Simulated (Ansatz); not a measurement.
# How CdS answers to pressure

```
Cd S
1.0
     0.00000    2.94295    2.94295
     2.94295    0.00000    2.94295
     2.94295    2.94295    0.00000
Cd S
1 1
Direct
  0.00000 0.00000 0.00000
  0.75000 0.75000 0.75000
```

The conventional cell has a = 5.886 Å, b = 5.886 Å, c = 5.886 Å, α = 90.00°, β = 90.00°, γ = 90.00°. Cd (atom 1) has 4 S at 2.55 Å as nearest neighbours. S (atom 2) has 4 Cd at 2.55 Å as nearest neighbours.

The cell is the one relaxed in the Materials Project (mp-2469), not relaxed further here; entries there can be hypothetical.

Level of theory: Ansatz 0.2.0, DFT, PBEsol, all-electron LAPW, scalar-relativistic.

The runs use a Γ-centred 7×7×7 k mesh, Fermi–Dirac smearing of 0.02 eV, basis error target 0.5 meV/atom, no spin polarisation.

The cell is scaled evenly with fractional coordinates held. Semilocal gaps are too small, but their slopes carry over better.

```
V/V(cell)  P (GPa)  gap on the k mesh (eV)
   0.9400     2.03                   1.073
   0.9600     0.61                   1.031
   0.9800    -0.65                   0.989
   0.9900    -1.23                   0.969
   1.0000    -1.78                   0.948
   1.0100    -2.29                   0.927
   1.0200    -2.78                   0.907
   1.0400    -3.67                   0.866
```

From the rows at 0.9900 and 1.0100, what is the bulk modulus at the cell's volume?

B = −ΔP/Δln V = −[(-2.29) − (-1.23)]/0.02000 = 53.0 GPa. This is the modulus at -1.78 GPa, not at zero pressure.

What are the gap's volume deformation potential and pressure coefficient?

dEg/dln V = (0.927 − 0.969)/0.02000 = -2.10 eV, and dEg/dP = −(dEg/dln V)/B = 40 meV/GPa: pressure widens the gap.

Predict the row at V/V(cell) = 1.0600. How far is a linear estimate of P off?

P = -4.47 GPa, gap 0.826 eV. The linear estimate P(cell) − B ln(V/V(cell)) = -4.87 GPa misses by 0.40 GPa, since the modulus falls on expansion.
